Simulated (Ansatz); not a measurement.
# Ga: the crystal squeezed far

Aim: compress Ga (bcc type) step by step, far beyond the usual range, and follow pressure and electronic structure. Methods of the runs shown: PAW. Its runs: cell relaxed at zero pressure (PAW); volume scaled by 1 (PAW); volume scaled by 0.88 (PAW); volume scaled by 0.78 (PAW); volume scaled by 0.68 (PAW); volume scaled by 0.58 (PAW); volume scaled by 0.5 (PAW); volume scaled by 0.43 (PAW and PAW (partial_waves polarizable)).

Computed with Ansatz 0.2.0 (DFT, PBE, PAW with Ansatz's default frozen-core files, scalar-relativistic, unless a step's input says otherwise).

## (1) The structure to begin with

It takes space group Im-3m (No. 229, cubic). Conventional cell: a = 3.362 Å, b = 3.362 Å, c = 3.362 Å, α = 90.00°, β = 90.00°, γ = 90.00°. Ga (site symmetry m-3m) has 8 Ga at 2.91 Å as nearest neighbours.

Structure file:

```cif
data_structure
_symmetry_space_group_name_H-M 'P 1'
_symmetry_Int_Tables_number 1
_cell_length_a 2.9116
_cell_length_b 2.9116
_cell_length_c 2.9116
_cell_angle_alpha 109.471
_cell_angle_beta 109.471
_cell_angle_gamma 109.471
_cell_volume 19.00
loop_
_atom_site_label
_atom_site_type_symbol
_atom_site_fract_x
_atom_site_fract_y
_atom_site_fract_z
_atom_site_occupancy
Ga1 Ga 0.00000 0.00000 0.00000 1
```

Whether this phase is the stable one at these pressures isn't tested.

## (2) Cell relaxed at zero pressure, PAW

Contents of input.yaml:

```yaml
crystal:
  lattice:
    - [-1.6809877034, 1.6809877034, 1.6809877034]
    - [1.6809877034, -1.6809877034, 1.6809877034]
    - [1.6809877034, 1.6809877034, -1.6809877034]
  atoms:
    - { symbol: Ga, position: [0.0, 0.0, 0.0] }
kpoints:
  mp_grid: { grid: [16, 16, 16] }
scf:
  occupations: { method: fermi_dirac, width: 0.08 }
hamiltonian:
  xc: pbe
  pseudopotentials: { kind: paw }
output:
  forces: true
  stress: true
relax:
  f_tol: 0.005
  max_steps: 40
  cell: {}
```

The run is started by

```
> ansatz run input.yaml --threads 1 --pin off --max-ram 2048MiB --backend cpu --events-out ev --progress --plain --runs-dir out
```

After this run come: Volume scaled by 1, PAW; Volume scaled by 0.88, PAW; Volume scaled by 0.78, PAW; Volume scaled by 0.68, PAW; Volume scaled by 0.58, PAW; Volume scaled by 0.5, PAW; Volume scaled by 0.43, PAW; Volume scaled by 0.43, PAW (partial_waves polarizable).

Q: Predict the outcome of this session. Wanted: PAW pressure at 0.43 of the volume; PAW; fitted bulk modulus at zero pressure.

The runs gave:

| quantity | value |
| --- | --- |
| PAW pressure at 0.43 of the volume | 305.4 GPa |
| PAW (partial_waves polarizable) pressure at 0.43 of the volume | 305.4 GPa |
| fitted bulk modulus at zero pressure (PAW) | 51 GPa |
| its pressure derivative | 4.57 |

By PAW the pressure climbs to 305 GPa at 0.43 of the first volume. A third-order Birch-Murnaghan curve fits the range only roughly (B₀ = 51 GPa, B′ = 4.57, misfit at most 1.34 GPa). A fit over so wide a range leans to the high pressures, so B₀ can be off by several per cent. No all-electron run checks these rows here, and frozen cores can fail under such compression. The ions are at rest, and the electrons smeared by 0.08 eV.
